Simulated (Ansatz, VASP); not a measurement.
# Si: VASP beside Ansatz

The input INCAR:

```
PREC     = Accurate       # precision mode
ENCUT    = 520            # plane-wave cutoff, eV
EDIFF    = 1E-6           # SCF threshold, eV
ISMEAR   = 0              # smearing method
SIGMA    = 0.03           # smearing width, eV
LREAL    = F              # projectors in reciprocal space
LASPH    = T              # aspherical terms in the spheres
NELM     = 80             # most SCF steps
ALGO     = Normal         # electronic algorithm
ISIF     = 2              # what is computed and relaxed
LWAVE    = F              # write WAVECAR
LCHARG   = T              # write CHGCAR
LELF     = T              # ELF
LVHAR    = T            
NBANDS   = 11             # bands
```

Contents of KPOINTS:

```
regular mesh
0
Gamma
  10 10 10
```

Contents of POSCAR:

```
Si
1.0
    0.0000000000      2.7016643793      2.7016643793
    2.7016643793      0.0000000000      2.7016643793
    2.7016643793      2.7016643793      0.0000000000
Si
2
Direct
    0.5000000000      0.5000000000      0.5000000000
    0.7500000000      0.7500000000      0.7500000000
```

Input for Ansatz:

```yaml
crystal:
  lattice:
    - [0.0, 2.7016643793, 2.7016643793]
    - [2.7016643793, 0.0, 2.7016643793]
    - [2.7016643793, 2.7016643793, 0.0]
  atoms:
    - { symbol: Si, position: [0.5, 0.5, 0.5] }
    - { symbol: Si, position: [0.75, 0.75, 0.75] }
hamiltonian:
  xc: lda
  pseudopotentials:
    kind: paw
    azcp:
      Si: "pseudopotentials/Si.paw.azcp"
basis:
  ecutwfc: 420
  fft_grid_basis: typed
kpoints:
  mp_grid: { grid: [10, 10, 10], shift: [0, 0, 0] }
magnetization:
  spin_polarized: false
scf:
  occupations: { method: gaussian, width: 0.03 }
  lower_state_search: "off"
output:
  stress: true
  write_density: true
  write_potential: true
  elf: true
  volumetric_format: npy
```

Alike in both runs: task single point; functional LDA; k mesh 10 × 10 × 10; occupations gaussian, width 0.03 eV; no spin polarisation.

```csv
,VASP,Ansatz
version,VASP 6.6.1,Ansatz 0.2.0
potentials or method,"VASP PAW LDA potentials, release 64 (Si)","plane waves (420 eV) with PAW, scalar-relativistic"
plane-wave cutoff (eV),520,420
valence electrons in the cell,8,8
```

|  | VASP | Ansatz | Ansatz less VASP |
| --- | --- | --- | --- |
| gap on the k mesh at the Fermi level (eV) | 0.45 | 0.46 | +0.002 |
| pressure (GPa) | 0.0 | -0.1 | -0.04 |

Ansatz warned: «pseudo_functional_mismatch».
